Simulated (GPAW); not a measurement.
# ZnS (Wurtzite-2H) (P6_3mc) in GPAW: notebook

Runs on ZnS (Wurtzite-2H). Level: PBE. Tasks: single point.

Everything below comes from runs of GPAW 26.7.0. Logs are shortened: lines on timing, memory, paths and dates and some standing lists are left out, and cuts for length are marked. The log counts tension as positive stress, the text compression.

**What was measured.**

A printed reference work, monograph reports, for a bulk crystal of ZnS at 4 K: band gap 3.911 eV (direct).

The runs below are set against these values where they give the same quantity.

## (1) The structure

Symmetry: P6_3mc, No. 186, hexagonal system. The conventional cell has a = 3.811 Å, b = 3.811 Å, c = 6.234 Å, α = 90.00°, β = 90.00°, γ = 120.00°. Zn (site symmetry 3m) is surrounded by 4 S at 2.31 to 2.40 Å. S (site symmetry 3m) has 4 Zn at 2.31 to 2.40 Å as nearest neighbours.

## (2) Single point, PBE

Contents of run.py:

```python
from ase import Atoms
from ase.dft.bandgap import bandgap
from ase.io import write
from ase.units import GPa
from gpaw import GPAW, PW

atoms = Atoms(['Zn', 'Zn', 'S', 'S'],
              cell=[[3.811, 0.0, 0.0],
                    [-1.9055, 3.3004228138, 0.0],
                    [0.0, 0.0, 6.234]],
              scaled_positions=[[0.6666666667, 0.3333333333, 0.5],
                                [0.3333333333, 0.6666666667, 0.0],
                                [0.6666666667, 0.3333333333, 0.885],
                                [0.3333333333, 0.6666666667, 0.385]],
              pbc=True)

calc = GPAW(mode=PW(400),
            xc='PBE',
            kpts={'size': (7, 7, 4), 'gamma': True},
            occupations={'name': 'fermi-dirac', 'width': 0.05},
            nbands=31,
            maxiter=120,
            txt='gpaw.txt')
atoms.calc = calc
energy = atoms.get_potential_energy()
forces = atoms.get_forces()
stress = atoms.get_stress()
calc.write('gs.gpw')
write('result.traj', atoms)
print(f'Energy: {energy:.6f} eV')
print('Forces (eV/A):')
print(forces.round(4))
print('Stress (GPa):', (stress / GPa).round(3))
print('Fermi level:', round(calc.get_fermi_level(), 4), 'eV')
print(f'Gap: {bandgap(calc)[0]:.4f} eV, direct: {bandgap(calc, direct=True)[0]:.4f} eV')
```

Potentials or basis: GPAW PAW data sets (gpaw-data 1.2.1), pw.

Started as:

```sh
OMP_NUM_THREADS=1 python run.py
```

gpaw.txt:

```text
__  _  _
 | _ |_)|_||  |
 |__||  | ||/\| - 26.7.0

Input parameters:
  mode=PW(ecut=400.0),
  kpts=MonkhorstPack(size=(7, 7, 4), gamma=True),
  maxiter=120,
  nbands=31,
  occupations=Occupations(name='fermi-dirac', width=0.05),
  xc=XC(name='PBE')

Diagonalizing LCAO Hamiltonian
Converting LCAO to pw mode

            S

            Zn
        S

        Zn

Atoms  # Å, Bohr magnetons
|   | symbol |         x |        y |        z |    initial magnetic moments |
|---|--------|-----------|----------|----------|-----------------------------|
| 0 |     Zn |  1.905500 | 1.100141 | 3.117000 | ( 0.0000,  0.0000,  0.0000) |
| 1 |     Zn | -0.000000 | 2.200282 | 0.000000 | ( 0.0000,  0.0000,  0.0000) |
| 2 |      S |  1.905500 | 1.100141 | 5.517090 | ( 0.0000,  0.0000,  0.0000) |
| 3 |      S | -0.000000 | 2.200282 | 2.400090 | ( 0.0000,  0.0000,  0.0000) |

Unit cell  # Å
| periodic |         x |        y |        z |  lengths |     angles |
|----------|-----------|----------|----------|----------|------------|
|      yes |  3.811000 | 0.000000 | 0.000000 | 3.811000 |  90.000000 |
|      yes | -1.905500 | 3.300423 | 0.000000 | 3.811000 |  90.000000 |
|      yes |  0.000000 | 0.000000 | 6.234000 | 6.234000 | 120.000000 |

Number of symmetries: 6
Symmetry operations  # r_c * U_cc + t_c -> r_c
|   | kind |            matrix            |
|---|------|------------------------------|
| 0 |  σ   |  1, 1, 0,  0,-1, 0,  0, 0, 1 |
| 1 |  E   |  1, 0, 0,  0, 1, 0,  0, 0, 1 |
| 2 |  C3  |  0, 1, 0, -1,-1, 0,  0, 0, 1 |
| 3 |  σ   |  0,-1, 0, -1, 0, 0,  0, 0, 1 |
| 4 |  σ   | -1, 0, 0,  1, 1, 0,  0, 0, 1 |
| 5 |  C3  | -1,-1, 0,  1, 0, 0,  0, 0, 1 |

BZ-sampling:
  Number of BZ points: 196
  Number of IBZ points: 28

  Monkhorst-Pack size: [7, 7, 4]
  Monkhorst-Pack shift: [0.0, 0.0, 0.125]

K-points  # in reciprocal-cell coordinates
|     |                                coordinates |     weight |
|-----|--------------------------------------------|------------|
|   0 | (  0.00000000,   0.00000000,   0.00000000) | 0.00510204 |
|   1 | (  0.00000000,   0.00000000,   0.25000000) | 0.01020408 |
|   2 | (  0.00000000,   0.00000000,   0.50000000) | 0.00510204 |
|   3 | (  0.14285714,   0.00000000,  -0.25000000) | 0.03061224 |
|   4 | (  0.14285714,   0.00000000,   0.00000000) | 0.03061224 |
|   5 | (  0.14285714,   0.00000000,   0.25000000) | 0.03061224 |
|   6 | (  0.14285714,   0.00000000,   0.50000000) | 0.03061224 |
|   7 | (  0.28571429,  -0.14285714,   0.00000000) | 0.03061224 |
|   8 | (  0.28571429,  -0.14285714,   0.25000000) | 0.06122449 |
|   9 | (  0.28571429,  -0.14285714,   0.50000000) | 0.03061224 |
| ... |                                            |            |
|  27 | (  0.42857143,   0.42857143,   0.50000000) | 0.03061224 |

Plane wave coefficients: 1448
Cutoff: 400.0 eV

Spin-components: 1 (collinear spins)
Bands:           31
Projectors:      22
Spin-degeneracy: 2
Datatype:        complex128

Parallelization:
  kpt:    1
  domain: 1
  band:   1

Density:
  Valence electrons: 36.0
  Components: 1
  Grid points: [18 18 30]
  Charge: 0.0  # |e|

Potential:
  Grid points: [18 18 30]

species:
  Zn:
    name:    Zinc
    Z:       30.0
    valence: 12
    core:    18
    charge:  0.0  # [|e|]
    compensation charges:
      type: gauss
      rc: 0.37  # [Å]
      lmax: 2
    cutoffs:
      filter: 2.14  # [Å]
      core: 2.28  # [Å]
    projectors
    | kind |    occ | energy [eV] | rcut [Å] |
    |------|--------|-------------|----------|
    |   4s |  2.000 |      -5.977 |    1.286 |
    |   4p |  0.000 |      -1.117 |    1.270 |
    |   3d | 10.000 |     -10.142 |    1.180 |
    |    s |        |      21.234 |    1.286 |
    |    p |        |      26.095 |    1.270 |
    |    d |        |      17.070 |    1.180 |

    Using partial waves for Zn as LCAO basis

  S:
    name:    Sulfur
    Z:       16.0
    valence: 6
    core:    10
    charge:  0.0  # [|e|]
    compensation charges:
      type: gauss
      rc: 0.24  # [Å]
      lmax: 2
    cutoffs:
      filter: 1.77  # [Å]
      core: 1.66  # [Å]
    projectors
    | kind |    occ | energy [eV] | rcut [Å] |
    |------|--------|-------------|----------|
    |   3s |  2.000 |     -17.254 |    0.974 |
    |   3p |  4.000 |      -7.008 |    0.979 |
    |    s |        |       9.957 |    0.974 |
    |    p |        |      20.203 |    0.979 |
    |    d |        |       0.000 |    0.900 |

    Using partial waves for S as LCAO basis

Reference energy: -119437.893101  # eV

eigensolver:
  PPCG
  Converge bands: occupied
  niter=2

density mixing:
  MSR1-Mixer
  Pratt-step length: 0.05
  Maximum mixing coefficient: 0.75
  Old densities: 10
  SVD Regularization: 0.005
  Good broyden scale: 1.0
  Trust region scale: 1.0
  Backstep threshold: 4.0
  History deletion threshold: 6.0
  Fourier metric: weight=20.0, sigma=0.015

occupation numbers:
  Fermi-Dirac:
    width: 0.0500  # eV

poisson solver:
  ecut: 3200.0  # eV

xc functional:
  name: PBE with 2 nearest neighbor stencil

convergence criteria:
- Maximum [total energy] change in last 3 cyles: 0.0005 eV / valence electron
- Maximum integral of absolute [dens]ity change: 0.0001 electrons / valence electron
- Maximum integral of absolute [eigenst]ate change: 4e-08 eV^2 / valence electron
maximum number of iterations: 120

SCF iterations
|iter     | |      energy | eigst |  dens |
|---------|-|-------------|-------|-------|
|iter:   1| |  -14.439676 | -0.03 |       |
|iter:   2| |  -14.273689 | -1.56 | -1.18 |
|iter:   3| |  -13.699870 | -1.40 | -1.23 |
|iter:   4| |  -13.699031 | -2.60 | -1.79 |
|iter:   5| |  -13.701704c| -3.77 | -2.23 |
|iter:   6| |  -13.701557c| -4.25 | -2.96 |
|iter:   7| |  -13.701599c| -5.13 | -3.50 |
|iter:   8| |  -13.701610c| -6.26 | -3.85 |
|iter:   9| |  -13.701610c| -7.93c| -4.82c|

Converged in 9 steps
Energy contributions relative to reference atoms: (reference = -119437.893101)

Energy contributions:
  Kinetic:          24.265698
  Coulomb:         -20.388785
  Zero:              0.020433
  External:          0.000000
  Xc:              -17.598957
  Entropy:          -0.000000
  Spinorbit:         0.000000
  ----------------------------
  Free energy:     -13.701610
  Extrapolated:    -13.701610

dipole moment: (0.000012, -0.000006, -7.440102)  # |e|*Ang

Fermi level: 4.815
Eigenvalues  # (at kpt = [0.000, 0.000, 0.000])
| band index |      eig [eV] | occ [0-2] |
|------------|---------------|-----------|
|          0 |        -9.371 |     2.000 |
|        ... |               |           |
|         10 |        -1.962 |     2.000 |
|         11 |        -1.804 |     2.000 |
|         12 |        -1.338 |     2.000 |
|         13 |         2.964 |     2.000 |
|         14 |         2.964 |     2.000 |
|         15 |         3.810 |     2.000 |
[... 8 lines left out ...]
|         24 |        11.403 |     0.000 |
|         25 |        13.118 |     0.000 |
|        ... |               |           |
|         30 |        16.119 |     0.000 |

Gap: 2.242 eV
Transition (v -> c):
  (s=0, k=0, n=17, [0.00, 0.00, 0.00]) -> (s=0, k=0, n=18, [0.00, 0.00, 0.00])
No difference between direct/indirect transitions

Forces  # eV/Ang
|        x |       y |        z |
|----------|---------|----------|
|  0.00000 | 0.00000 |  0.32806 |  # Zn   0
| -0.00000 | 0.00000 |  0.32881 |  # Zn   1
| -0.00000 | 0.00000 | -0.32772 |  # S    2
|  0.00000 | 0.00000 | -0.32970 |  # S    3

Stress tensor  # eV/Ang^3
|         x |         y |         z |
|-----------|-----------|-----------|
| -0.012893 |  0.000000 |  0.000000 |
|  0.000000 | -0.012893 | -0.000000 |
|  0.000000 | -0.000000 |  0.000389 |

# Writing to gs.gpw (mode='')
```

Run time: 21 s. Hardware: 1 thread of Arm Neoverse V2, shared host; peak memory 0.16 GiB.

The run converged, but some of its settings lie outside the range that counts as converged, so its numbers aren't taken as properties of the crystal.

Results:

```
Free energy            : -13.7016 eV
Pressure               : 1.4 GPa
Largest force          : 0.330 eV/Å
Band gap on the k mesh : 2.24 eV, direct
```

Caveat: the cutoff is short for stress and forces, so pressures can be off by a GPa or more.

## (3) Single point, PBE

Contents of run.py:

```python
from ase.dft.bandgap import bandgap
from ase.io import read, write
from ase.units import GPa
from gpaw import GPAW, PW

atoms = read('POSCAR')

calc = GPAW(mode=PW(450),
            xc='PBE',
            kpts={'size': (7, 7, 4), 'gamma': True},
            occupations={'name': 'fermi-dirac', 'width': 0.05},
            nbands=31,
            maxiter=120,
            txt='gpaw.txt')
atoms.calc = calc
energy = atoms.get_potential_energy()
forces = atoms.get_forces()
stress = atoms.get_stress()
calc.write('gs.gpw')
write('result.traj', atoms)
print(f'Energy: {energy:.6f} eV')
print('Forces (eV/A):')
print(forces.round(4))
print('Stress (GPa):', (stress / GPa).round(3))
print('Fermi level:', round(calc.get_fermi_level(), 4), 'eV')
print(f'Gap: {bandgap(calc)[0]:.4f} eV, direct: {bandgap(calc, direct=True)[0]:.4f} eV')
```

Contents of POSCAR:

```
ZnS
1.0
    3.8110000000      0.0000000000      0.0000000000
   -1.9055000000      3.3004228138      0.0000000000
    0.0000000000      0.0000000000      6.2340000000
Zn S
2 2
Direct
    0.6666666667      0.3333333333      0.5000000000
    0.3333333333      0.6666666667      0.0000000000
    0.6666666667      0.3333333333      0.8850000000
    0.3333333333      0.6666666667      0.3850000000
```

Potentials or basis: GPAW PAW data sets (gpaw-data 1.2.1), pw.

Started as:

```sh
OMP_NUM_THREADS=1 python run.py
```

It took 25 s on 1 thread of Arm Neoverse V1, shared host; peak memory 0.17 GiB.

Results (log left out):

```yaml
Free_energy: -13.7655 eV
Pressure: 1.9 GPa
Largest_force: 0.328 eV/Å
Band_gap_on_the_k_mesh: 2.24 eV, direct
```

Forces in eV/Å, atoms in the order of the input:
```
Zn   0.000  0.000  0.328
Zn   0.000  0.000  0.328
S    0.000  0.000 -0.328
S    0.000  0.000 -0.327
```

Stress tensor (GPa, compression positive):
```
2.64 0.00 0.00
0.00 2.64 0.00
0.00 0.00 0.52
```

Levels at points of the mesh, in eV from the valence-band top:
```csv
k point,band 14,band 15,band 16,band 17,band 18,band 19,band 20,band 21,band 22,band 23
"(0.00, 0.00, 0.00)",-0.86,-0.86,-0.01,-0.01,0.00,2.24,2.99,6.28,6.28,6.58
"(0.00, 0.00, 0.50)",-2.76,-0.45,-0.45,-0.45,-0.45,3.51,3.51,6.70,6.70,6.70
```

Caveat: the cutoff is short for stress and forces, so pressures can be off by a GPa or more.

## (4) Comparison with measurements

Step 3. Measured gap of ZnS: 3.911 eV (direct; 4 K; a printed reference work, monograph). This calculation gives 2.24 eV (-1.67 eV). The value is that of PBE, without temperature or zero-point motion. Semilocal functionals fall short of measured gaps as a rule.
